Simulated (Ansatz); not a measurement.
# BaTiO3 under pressure: fit and missing row

BaTiO3, Pm-3m, a = 3.994 Å. The structure is a Materials Project entry; whether it is the stable form wasn't checked. Ansatz: r2SCAN, PAW, 500 eV, Γ-centred 8×8×8 mesh on 5 atoms, Gaussian smearing 0.02 eV; no spin polarisation. Cell and atoms are relaxed at each pressure, and no other structure is tried, so the rows at high pressure may lie past a change of phase.

| V (Å³/atom) | P (GPa) |
| --- | --- |
| ? | 89.99 |
| 10.602 | 49.99 |
| 11.432 | 25.00 |
| 12.024 | 11.94 |
| 12.474 | 4.05 |
| 12.679 | 0.92 |
| 12.743 | 0.00 |
| 12.809 | -0.93 |

**Question.** Take V0 = 12.743 Å³/atom, fit the third-order Birch–Murnaghan form to the other rows, and predict the missing volume.

**Answer.** With the Eulerian strain f = ½[(V0/V)^(2/3) − 1] and y = P/[3f(1 + 2f)^(5/2)], the form is the line y = B0 + 1.5 B0 (B0′ − 4) f. Rows (f, y): 0.06523, 188.0; 0.03753, 185.3; 0.01974, 183.0; 0.00716, 182.0; 0.00168, 181.0; -0.00172, 181.8. Means f = 0.02160, y = 183.52; Σ(Δf)² = 0.003310, ΣΔfΔy = 0.3370; the slope is their ratio. y = 181.3 + 101.8 f GPa, so B0 = 181.3 GPa and B0′ = 4 + 2 × (101.8)/(3 × 181.3) = 4.37. P = 89.99 GPa is met at f = 0.09953 (y = 191.43), so V = V0 (1 + 2f)^(−3/2) = 9.705 Å³/atom. The run gave 9.700 Å³/atom, so the fit is 0.005 Å³/atom too high, a small miss on the scale of the series. The form still works here, 79 % of the fitted range beyond its end.

Symmetry holds off the tilts and polar distortions that many cubic perovskites undergo.